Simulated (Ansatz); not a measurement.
Level of theory: DFT PBE, scalar-relativistic, plane waves, PAW (Ansatz 0.2.0). All cells share a 420 eV cutoff and Γ-centred k meshes spaced at most about 0.3 Å⁻¹ (about 0.25 or finer for metals, 2π included). No spin polarisation in the final relaxations.

These are static total energies at zero pressure.

Two relaxed structures of Al:

A.

Space group P6/mmm (No. 191). a = 2.781 Å, b = 2.781 Å, c = 2.804 Å, α = 90.00°, β = 90.00°, γ = 120.00°
```tsv
atom	site	symmetry	x	y	z
Al	1b	6/mmm	0.0000	0.0000	0.5000
```

B.

Space group Fm-3m (No. 225). a = 4.041 Å, b = 4.041 Å, c = 4.041 Å, α = 90.00°, β = 90.00°, γ = 90.00°
```
atom  site  symmetry       x       y       z
  Al    4b      m-3m  0.5000  0.0000  0.0000
```

Task: Which form is favoured at zero pressure, and by what margin per atom?

Result: B is lower, by 220 meV/atom. A has the simple hexagonal type, space group P6/mmm (No. 191), 18.8 Å³/atom and no gap on its mesh; B has the fcc type, space group Fm-3m (No. 225), 16.5 Å³/atom and no gap. Counting all near atoms (those within 1.25 times the shortest distance at each site), A has Al 8 and B has Al 12. The denser one is the lower, and pressure would at first widen the difference. In A, Al is surrounded by 8 Al at 2.78–2.80 Å. In B, Al has 12 Al at 2.86 Å. Both come from invented guesses. The part of the Crystallography Open Database at hand lists Al in space groups No. 225, 229; sharing a group (Fm-3m) doesn't make a cell the listed structure.

Cells relaxed within their symmetry can be saddle points. The Fm-3m cell of Al came from shaking the P6/mmm one.
